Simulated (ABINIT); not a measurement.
# CdSe (Cadmoselite): zone-centre phonons

Which modes does CdSe (Cadmoselite) have at the zone centre?

Calculated with ABINIT 10.8.3; DFT LDA, scalar-relativistic, plane waves, JTH PAW pseudopotentials.

The database entry behind the starting cell differs from later determinations by our own check (inner coordinate of an old entry), so it need not match the best structure at ambient conditions.

## (1) Starting point

Symmetry: P6_3mc, No. 186, hexagonal system. The conventional cell has a = 4.300 Å, b = 4.300 Å, c = 7.020 Å, α = 90.00°, β = 90.00°, γ = 120.00°. Nearest to Cd lie 4 Se at 2.61 to 2.70 Å. Nearest to Se lie 4 Cd at 2.61 to 2.70 Å. Farther neighbours and most contacts between anions are not listed.

Coordinates:

```cif
data_structure
_symmetry_space_group_name_H-M 'P 1'
_symmetry_Int_Tables_number 1
_cell_length_a 4.3000
_cell_length_b 4.3000
_cell_length_c 7.0200
_cell_angle_alpha 90.000
_cell_angle_beta 90.000
_cell_angle_gamma 120.000
_cell_volume 112.41
loop_
_atom_site_label
_atom_site_type_symbol
_atom_site_fract_x
_atom_site_fract_y
_atom_site_fract_z
_atom_site_occupancy
Cd1 Cd 0.33333 0.66667 0.00000 1
Cd2 Cd 0.66667 0.33333 0.50000 1
Se3 Se 0.33333 0.66667 0.38500 1
Se4 Se 0.66667 0.33333 0.88500 1
```

## (2) A probe with smearing

A first run with smearing and empty bands tells whether the crystal has a gap, which decides between fixed occupations and smearing later on.

probe.abi

```
# ground state
tolvrs 1.0d-08
prtden 1
prtwf 1

# basis, mesh and filling
ecut 18.0
pawecutdg 36.0
ngkpt 6 6 4
nshiftk 1
shiftk 0.0 0.0 0.0
istwfk *1
occopt 7
tsmear 0.005
nband 26
nstep 100
diemac 9.0
prtebands 0
prtgsr 0

# cell and atoms
acell 8.125822336 8.125822336 13.26587739
rprim 
    1.0 0.0 0.0
    -0.5 0.8660254038 0.0
    0.0 0.0 1.0
ntypat 2
znucl 48 34
natom 4
typat 1 1 2 2
xred 
    1/3 2/3 0.0
    2/3 1/3 0.5
    1/3 2/3 0.3850000000
    2/3 1/3 0.8850000000
pp_dirpath "./pseudo"
pseudos "Cd.xml, Se.xml"
```

Launch:

```bash
OMP_NUM_THREADS=1 mpirun -n 16 abinit probe.abi > probe.log
```

Numbers of over 12 decimals in the logs are rounded to 6 here.

probe.abo, the main output file:

```text
[banners, grids, parts of the stress and lines that vanish by symmetry left out]
- input  file    -> probe.abi
- output file    -> probe.abo
- root for input  files -> probei
[...]
Symmetries : space group P6_3 m c (#186); Bravais hP (primitive hexag.)
[...]
mpw =        2802          nfft =       55296          nkpt =          21
[...]
== DATASET  1 ==================================================================
[...]
-    --> not optimal distribution: autoparal keyword recommended in input file <--
[...]
cutoff_energies: {ecut:  18.0, pawecutdg:  36.0, }
[...]
ETOT  1  -114.65850452611    -1.147E+02 1.293E-01 3.420E+00
 ETOT  2  -114.78744691705    -1.289E-01 2.973E-02 6.010E-01
 ETOT  3  -114.78463921857     2.808E-03 3.278E-03 6.578E-02
 ETOT  4  -114.78476166630    -1.224E-04 6.831E-04 7.171E-03
 ETOT  5  -114.78493526397    -1.736E-04 3.411E-04 3.450E-04
[...]
ETOT 12  -114.78500430145    -1.188E-07 1.181E-04 6.352E-08
 ETOT 13  -114.78500435048    -4.903E-08 1.238E-04 1.942E-09
 At SCF step   13       nres2   =  1.94E-09 < tolvrs=  1.00E-08 =>converged.
[...]
sigma(1 1)=  5.01915531E-05  sigma(3 2)=  0.00000000E+00
  sigma(2 2)=  5.01915529E-05  sigma(3 1)=  0.00000000E+00
  sigma(3 3)=  1.05479147E-04  sigma(2 1)=  0.00000000E+00
[...]
convergence: {deltae: -4.903E-08, res2:  1.942E-09, residm:  1.238E-04, diffor: null, }
etotal    :  -1.14785004E+02
[...]
sigma(1 1)=  5.01915531E-05  sigma(3 2)=  0.00000000E+00
  sigma(2 2)=  5.01915529E-05  sigma(3 1)=  0.00000000E+00
  sigma(3 3)=  1.05479147E-04  sigma(2 1)=  0.00000000E+00
[...]
- sigma(1 1)=  1.47668647E+00  sigma(3 2)=  0.00000000E+00
- sigma(2 2)=  1.47668647E+00  sigma(3 1)=  0.00000000E+00
- sigma(3 3)=  3.10330365E+00  sigma(2 1)=  0.00000000E+00
[...]
fcart     -2.6509516077E-28 -1.5305276243E-28  4.9920835541E-03
           strten      5.0191553106E-05  5.0191552854E-05  1.0547914718E-04
================================================================================

[key lines of the parts left out:]
pressure_GPa:  -2.0189E+00
Total energy DC (eV): -4.36288066518441E+05
```

It took 8.1 s on 16 MPI ranks of Arm Neoverse V2, shared host; 2.1 min of CPU time.

Read from the output:

```yaml
volume_per_atom: 28.10 Å³
pressure: -2.019 GPa
gap_on_the_k_mesh: 0.4172 eV
```

A gap of 0.42 eV opens on this mesh, so the crystal is taken as an insulator; the printed pressure holds the stress of the finite basis too.

## (3) Relaxing the cell and atoms

The harmonic expansion needs vanishing forces, and a free crystal bears no stress, so cell and atoms are brought to rest. Stress is more sensitive to the basis than forces are: the last 3 Ha under the cutoff are smoothed with ecutsm, and the cutoff is raised above that of the later runs.

relax.abi

```
# relaxation
ionmov 2
optcell 2
dilatmx 1.08
ntime 40
tolmxf 1.0d-05
tolvrs 1.0d-14
prtwf 0
prtden 0
chksymtnons 0

# basis, mesh and filling
ecut 24.0
ecutsm 3.0
pawecutdg 48.0
ngkpt 9 9 4
nshiftk 1
shiftk 0.0 0.0 0.0
istwfk *1
occopt 1
nband 18
nstep 100
diemac 9.0
prtebands 0
prtgsr 0

# cell and atoms
acell 8.125822336 8.125822336 13.26587739
rprim 
    1.0 0.0 0.0
    -0.5 0.8660254038 0.0
    0.0 0.0 1.0
ntypat 2
znucl 48 34
natom 4
typat 1 1 2 2
xred 
    1/3 2/3 0.0
    2/3 1/3 0.5
    1/3 2/3 0.3850000000
    2/3 1/3 0.8850000000
pp_dirpath "./pseudo"
pseudos "Cd.xml, Se.xml"
```

Launch:

```bash
OMP_NUM_THREADS=1 mpirun -n 16 abinit relax.abi > relax.log
```

relax.abo, the main output file:

```text
[banners, grids, parts of the stress and lines that vanish by symmetry left out]
- input  file    -> relax.abi
- output file    -> relax.abo
- root for input  files -> relaxi
[...]
Symmetries : space group P6_3 m c (#186); Bravais hP (primitive hexag.)
[...]
mpw =        5396          nfft =      102400          nkpt =          36
[...]
== DATASET  1 ==================================================================
[...]
-    --> not optimal distribution: autoparal keyword recommended in input file <--
[...]
cutoff_energies: {ecut:  24.0, pawecutdg:  48.0, }
[...]
ETOT  1  -114.17884062441    -1.142E+02 2.828E-01 1.236E+01
 ETOT  2  -114.81194104062    -6.331E-01 1.020E-02 8.961E+00
 ETOT  3  -114.78835949210     2.358E-02 8.872E-04 1.484E+00
 ETOT  4  -114.78520280577     3.157E-03 2.548E-04 4.771E-02
 ETOT  5  -114.78576651045    -5.637E-04 2.724E-04 2.211E-02
[...]
At SCF step   38       nres2   =  6.68E-15 < tolvrs=  1.00E-14 =>converged.
[...]
sigma(1 1)=  4.14253470E-05  sigma(3 2)=  0.00000000E+00
  sigma(2 2)=  4.14253467E-05  sigma(3 1)=  0.00000000E+00
  sigma(3 3)=  9.56316674E-05  sigma(2 1)=  0.00000000E+00
[...]
convergence: {deltae: -1.108E-12, res2:  6.677E-15, residm:  8.540E-13, diffor: null, }
etotal    :  -1.14785971E+02
[...]
ETOT  1  -114.78701254499    -1.148E+02 2.831E-01 1.534E-01
[...]
At SCF step   29       nres2   =  3.09E-15 < tolvrs=  1.00E-14 =>converged.
[...]
sigma(1 1)=  3.52590318E-05  sigma(3 2)=  0.00000000E+00
  sigma(2 2)=  3.52590316E-05  sigma(3 1)=  0.00000000E+00
  sigma(3 3)=  8.30745576E-05  sigma(2 1)=  0.00000000E+00
[...]
convergence: {deltae:  1.421E-13, res2:  3.091E-15, residm:  3.817E-14, diffor: null, }
etotal    :  -1.14786332E+02
[...]
ETOT  1  -114.81805617387    -1.148E+02 6.833E-01 7.256E+00
[...]
At SCF step   37       nres2   =  1.79E-15 < tolvrs=  1.00E-14 =>converged.
[...]
sigma(1 1)= -8.06927764E-06  sigma(3 2)=  0.00000000E+00
  sigma(2 2)= -8.06927791E-06  sigma(3 1)=  0.00000000E+00
  sigma(3 3)= -2.84070619E-05  sigma(2 1)=  0.00000000E+00
[...]
convergence: {deltae: -3.482E-12, res2:  1.785E-15, residm:  5.754E-15, diffor: null, }
etotal    :  -1.14787336E+02
[...]
ETOT  1  -114.78825904370    -1.148E+02 1.175E-06 2.122E-01
[...]
At SCF step   32       nres2   =  9.23E-15 < tolvrs=  1.00E-14 =>converged.
[...]
sigma(1 1)=  2.18963124E-07  sigma(3 2)=  0.00000000E+00
  sigma(2 2)=  2.18962855E-07  sigma(3 1)=  0.00000000E+00
  sigma(3 3)= -5.89945362E-06  sigma(2 1)=  0.00000000E+00
[...]
convergence: {deltae:  9.948E-13, res2:  9.232E-15, residm:  5.293E-16, diffor: null, }
etotal    :  -1.14787377E+02
[...]
ETOT  1  -114.78738682851    -1.148E+02 1.099E-06 1.572E-03
[...]
sigma(1 1)=  3.15512372E-07  sigma(3 2)=  0.00000000E+00
  sigma(2 2)=  3.15512104E-07  sigma(3 1)=  0.00000000E+00
[...]
convergence: {deltae:  4.690E-13, res2:  5.078E-15, residm:  5.181E-17, diffor: null, }
etotal    :  -1.14787382E+02
[...]
ETOT  1  -114.78767326192    -1.148E+02 1.311E-05 1.230E-01
[...]
convergence: {deltae:  1.251E-12, res2:  4.566E-16, residm:  3.730E-16, diffor: null, }
etotal    :  -1.14787417E+02
[...]
ETOT  1  -114.78748934396    -1.148E+02 6.329E+02 2.688E-02
[...]
convergence: {deltae:  2.132E-13, res2:  3.491E-15, residm:  6.333E-18, diffor: null, }
etotal    :  -1.14787427E+02
[...]
ETOT  1  -114.78751983918    -1.148E+02 7.634E-07 3.487E-02
[...]
convergence: {deltae:  1.847E-13, res2:  6.166E-15, residm:  4.292E-17, diffor: null, }
etotal    :  -1.14787437E+02
[...]
ETOT  1  -114.78747976969    -1.148E+02 5.512E-04 1.755E-02
[...]
convergence: {deltae: -6.111E-13, res2:  6.433E-15, residm:  1.036E-16, diffor: null, }
etotal    :  -1.14787445E+02
[...]
ETOT  1  -114.78751672951    -1.148E+02 1.329E-02 2.608E-02
[...]
convergence: {deltae:  2.842E-14, res2:  7.771E-15, residm:  2.270E-16, diffor: null, }
etotal    :  -1.14787452E+02
[...]
ETOT  1  -114.78748984828    -1.148E+02 5.810E-03 8.854E-03
[...]
convergence: {deltae: -1.947E-12, res2:  6.817E-15, residm:  4.432E-17, diffor: null, }
etotal    :  -1.14787455E+02
[...]
ETOT  1  -114.78746109873    -1.148E+02 5.649E-01 1.446E-03
[...]
At SCF step   23       nres2   =  3.53E-15 < tolvrs=  1.00E-14 =>converged.
[...]
sigma(2 2)= -3.61958089E-09  sigma(3 1)=  0.00000000E+00
  sigma(3 3)=  3.08371615E-07  sigma(2 1)=  0.00000000E+00
[...]
convergence: {deltae:  2.714E-12, res2:  3.529E-15, residm:  9.854E-17, diffor: null, }
etotal    :  -1.14787455E+02
[...]
ETOT  1  -114.78745525449    -1.148E+02 8.098E-06 4.258E-05
[...]
ETOT 18  -114.78745513188     1.776E-12 1.607E-17 1.191E-14
 ETOT 19  -114.78745513188     9.095E-13 3.611E-17 4.702E-15
 At SCF step   19       nres2   =  4.70E-15 < tolvrs=  1.00E-14 =>converged.
[...]
sigma(1 1)= -1.68004894E-08  sigma(3 2)=  0.00000000E+00
  sigma(2 2)= -1.68007572E-08  sigma(3 1)=  0.00000000E+00
  sigma(3 3)=  1.72423726E-08  sigma(2 1)=  0.00000000E+00
[...]
convergence: {deltae:  9.095E-13, res2:  4.702E-15, residm:  3.611E-17, diffor: null, }
etotal    :  -1.14787455E+02
[...]
At Broyd/MD step  13, gradients are converged :
[...]
sigma(1 1)= -1.68004894E-08  sigma(3 2)=  0.00000000E+00
  sigma(2 2)= -1.68007572E-08  sigma(3 1)=  0.00000000E+00
  sigma(3 3)=  1.72423726E-08  sigma(2 1)=  0.00000000E+00
[...]
- sigma(1 1)= -4.94287463E-04  sigma(3 2)=  0.00000000E+00
- sigma(2 2)= -4.94295341E-04  sigma(3 1)=  0.00000000E+00
- sigma(3 3)=  5.07288115E-04  sigma(2 1)=  0.00000000E+00
[...]
fcart     -2.6827130819E-28 -1.5488651200E-28  1.1931253851E-06
           strten     -1.6800489396E-08 -1.6800757168E-08  1.7242372556E-08
================================================================================

[key lines of the parts left out:]
pressure_GPa:   1.6043E-04
Total energy DC (eV): -4.36288133207600E+05
```

Run time: 6 min. Hardware: 16 MPI ranks; 1.6 h of CPU time.

Relaxation path:

| step | energy less that of the first step (eV) | largest force (eV/Å) | volume (Å³) |
| --- | --- | --- | --- |
| 1 | 0.0000 | 0.2553 | 112.41 |
| 2 | -0.0098 | 0.2339 | 111.81 |
| 3 | -0.0371 | 0.0090 | 107.78 |
| 4 | -0.0383 | 0.0538 | 108.49 |
| 5 | -0.0384 | 0.0472 | 108.46 |
| 6 | -0.0394 | 0.0055 | 108.53 |
| 7 | -0.0396 | 0.0161 | 108.68 |
| 8 | -0.0399 | 0.0170 | 108.85 |
| 9 | -0.0401 | 0.0120 | 108.88 |
| 10 | -0.0403 | 0.0030 | 108.78 |
| 11 | -0.0404 | 0.0008 | 108.64 |
| 12 | -0.0404 | 0.0005 | 108.58 |
| 13 | -0.0404 | 0.0001 | 108.58 |

| conventional cell, symmetrised | before | after | change |
| --- | --- | --- | --- |
| a (Å) | 4.300 | 4.249 | -1.2 % |
| b (Å) | 4.300 | 4.249 | -1.2 % |
| c (Å) | 7.020 | 6.944 | -1.1 % |
| volume (Å³/atom) | 28.10 | 27.14 | -3.4 % |

The atoms that moved most (Å, as changes of fractional coordinates times the final cell):

| atom | dx | dy | dz | length |
| --- | --- | --- | --- | --- |
| Cd2 | 0.000 | 0.000 | 0.034 | 0.034 |
| Se3 | 0.000 | 0.000 | -0.034 | 0.034 |
| Se4 | 0.000 | 0.000 | -0.034 | 0.034 |
| Cd1 | 0.000 | 0.000 | 0.034 | 0.034 |

The relaxed structure:

```xyz
4
Lattice="4.2491 0.0000 0.0000 -2.1245 3.6798 0.0000 0.0000 0.0000 6.9442" Properties=species:S:1:pos:R:3 pbc="T T T"
Cd    0.0000    2.4532    0.0336
Cd    2.1245    1.2266    3.5057
Se    0.0000    2.4532    2.6399
Se    2.1245    1.2266    6.1120
```

Read from the output:

| Item | Value |
| --- | --- |
| volume per atom | 27.14 Å³ |
| pressure | 1.60e-4 GPa |

The volume changes by -3.4 % in this run and stands -3.4 % from the first cell.

## (4) Ground state

The response is built on these wavefunctions, so the potential is converged far more tightly than an energy would need. The mesh is shifted off Γ, since shifted meshes converge sums over the zone faster.

gs.abi

```
# ground state
tolvrs 1.0d-16
prtden 1
prtwf 1

# basis, mesh and filling
ecut 18.0
pawecutdg 36.0
ngkpt 10 10 4
nshiftk 1
shiftk 0.0 0.0 0.5
istwfk *1
occopt 1
nband 18
nstep 100
diemac 9.0
prtebands 0
prtgsr 0

# cell and atoms
acell 8.029618199 8.029618199 13.12255813
rprim 
    1.0 0.0 0.0
    -0.5 0.8660254038 0.0
    0.0 0.0 1.0
ntypat 2
znucl 48 34
natom 4
typat 1 1 2 2
xred 
    1/3 2/3 0.0048344480
    2/3 1/3 0.5048344480
    1/3 2/3 0.3801655520
    2/3 1/3 0.8801655520
pp_dirpath "./pseudo"
pseudos "Cd.xml, Se.xml"
```

Launch:

```bash
OMP_NUM_THREADS=1 mpirun -n 16 abinit gs.abi > gs.log
```

gs.abo, the main output file:

```text
[banners, grids, parts of the stress and lines that vanish by symmetry left out]
- input  file    -> gs.abi
- output file    -> gs.abo
- root for input  files -> gsi
[...]
Symmetries : space group P6_3 m c (#186); Bravais hP (primitive hexag.)
[...]
mpw =        2689          nfft =       55296          nkpt =          28
[...]
== DATASET  1 ==================================================================
[...]
-    --> not optimal distribution: autoparal keyword recommended in input file <--
[...]
cutoff_energies: {ecut:  18.0, pawecutdg:  36.0, }
[...]
ETOT  1  -114.16739089849    -1.142E+02 3.000E-01 7.565E+00
 ETOT  2  -114.82290506762    -6.555E-01 1.303E-02 5.487E+00
 ETOT  3  -114.78957505275     3.333E-02 9.222E-04 8.154E-01
 ETOT  4  -114.78573613030     3.839E-03 3.338E-04 1.880E-02
 ETOT  5  -114.78649705573    -7.609E-04 2.938E-05 1.013E-02
[...]
ETOT 38  -114.78674414996     1.620E-12 1.604E-16 3.427E-16
 ETOT 39  -114.78674414996    -1.748E-12 8.024E-17 1.414E-17
 At SCF step   39       nres2   =  1.41E-17 < tolvrs=  1.00E-16 =>converged.
[...]
sigma(1 1)=  9.63372224E-06  sigma(3 2)=  0.00000000E+00
  sigma(2 2)=  9.63372197E-06  sigma(3 1)=  0.00000000E+00
  sigma(3 3)=  9.55765539E-06  sigma(2 1)=  0.00000000E+00
[...]
convergence: {deltae: -1.748E-12, res2:  1.414E-17, residm:  8.024E-17, diffor: null, }
etotal    :  -1.14786744E+02
[...]
sigma(1 1)=  9.63372224E-06  sigma(3 2)=  0.00000000E+00
  sigma(2 2)=  9.63372197E-06  sigma(3 1)=  0.00000000E+00
  sigma(3 3)=  9.55765539E-06  sigma(2 1)=  0.00000000E+00
[...]
- sigma(1 1)=  2.83433894E-01  sigma(3 2)=  0.00000000E+00
- sigma(2 2)=  2.83433886E-01  sigma(3 1)=  0.00000000E+00
- sigma(3 3)=  2.81195930E-01  sigma(2 1)=  0.00000000E+00
[...]
fcart     -0.0000000000E+00 -0.0000000000E+00 -4.3417592599E-06
           strten      9.6337222392E-06  9.6337219711E-06  9.5576553903E-06
================================================================================

[key lines of the parts left out:]
pressure_GPa:  -2.8269E-01
Total energy DC (eV): -4.36288113860796E+05
```

Wall time 14 s (16 MPI ranks); 3.6 min of CPU time.

This step gave:

```yaml
pressure: -0.2827 GPa
```

The cell stands at -0.28 GPa: the relaxation ran with a smoothed and higher cutoff and on another k mesh.

## (5) Empty bands

Empty bands on the ground state's density check that the gap assumed so far is there in this cell.

gap.abi

```
# empty bands on the ground state's density
iscf -2
getden_filepath "gso_DEN"
tolwfr 1.0d-12
nbdbuf 2
prtwf 0

# basis, mesh and filling
ecut 18.0
pawecutdg 36.0
ngkpt 10 10 4
nshiftk 1
shiftk 0.0 0.0 0.0
istwfk *1
occopt 1
nband 22
nstep 100
diemac 9.0
prtebands 0
prtgsr 0

# cell and atoms
acell 8.029618199 8.029618199 13.12255813
rprim 
    1.0 0.0 0.0
    -0.5 0.8660254038 0.0
    0.0 0.0 1.0
ntypat 2
znucl 48 34
natom 4
typat 1 1 2 2
xred 
    1/3 2/3 0.0048344480
    2/3 1/3 0.5048344480
    1/3 2/3 0.3801655520
    2/3 1/3 0.8801655520
pp_dirpath "./pseudo"
pseudos "Cd.xml, Se.xml"
```

Launch:

```bash
OMP_NUM_THREADS=1 mpirun -n 16 abinit gap.abi > gap.log
```

gap.abo, the main output file:

```text
[banners, grids, parts of the stress and lines that vanish by symmetry left out]
- input  file    -> gap.abi
- output file    -> gap.abo
- root for input  files -> gapi
[...]
Symmetries : space group P6_3 m c (#186); Bravais hP (primitive hexag.)
[...]
mpw =        2707          nfft =       55296          nkpt =          42
[...]
== DATASET  1 ==================================================================
[...]
cutoff_energies: {ecut:  18.0, pawecutdg:  36.0, }
[...]
-outvars: echo values of variables after computation
            acell      8.0296181990E+00  8.0296181990E+00  1.3122558130E+01 Bohr
================================================================================
```

Elapsed: 10 s, on 16 MPI ranks.

This step gave:

```yaml
gap_on_the_k_mesh: 0.4479 eV
```

In this cell the gap on the mesh is 0.45 eV, direct, so fixed occupations hold.

(Continued in part 2 of 3.)

[Host names and launcher messages were left out of these logs when they were recorded.]

[Logs are printed without paths, hosts, clocks, repeated set-up lines and the standing remarks that a program may print on its own settings, such as how far it seeks lower states.]

[Hosts, paths, dates, database ids (printed as entryN), source tags and the programs' standing remarks are cut or masked in the printed files.]
